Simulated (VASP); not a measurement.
The system is GaN.

```xyz
2
Lattice="0.0000 2.1352 2.1352 2.1352 0.0000 2.1352 2.1352 2.1352 0.0000" Properties=species:S:1:pos:R:3 pbc="T T T"
Ga    0.0000    0.0000    0.0000
N     2.1352    2.1352    2.1352
```

Measurements of this composition are mostly on another form, of space group No. 186.

| Item | Value |
| --- | --- |
| Program | VASP 6.6.1 |
| Task | relaxation of cell and atoms |
| Functional | RPBE |
| Potentials or basis | VASP PAW PBE potentials, release 64 (Ga_d, N) |
| Cutoff | 600 eV |
| k mesh | 14 × 14 × 14 |
| Occupations | gaussian, width 0.02 eV |
| Spin | no spin polarisation |

At the start: pressure 4.9 GPa; volume 9.74 Å³/atom.

Task: Where does the relaxation end?

Result: Over 3 steps the energy falls by 3.5 meV/atom and the volume is 9.97 Å³/atom (+2.4 %); space group Fm-3m (No. 225, to 0.05 Å).

The path:
```tsv
step	energy change (eV)	largest force (eV/Å)	pressure (GPa)	volume (Å³)
1	0.0000	0.0000	4.89	19.47
2	-0.0028	0.0000	-3.50	20.32
3	-0.0070	0.0000	-0.01	19.94
```

Final structure:
```
Ga N
1.0
     0.00000    2.15232    2.15232
     2.15232    0.00000    2.15232
     2.15232    2.15232    0.00000
Ga N
1 1
Direct
  0.00000 0.00000 0.00000
  0.50000 0.50000 0.50000
```

Caveat: the PAW data sets were made with another functional, which shifts forces and pressure a little.
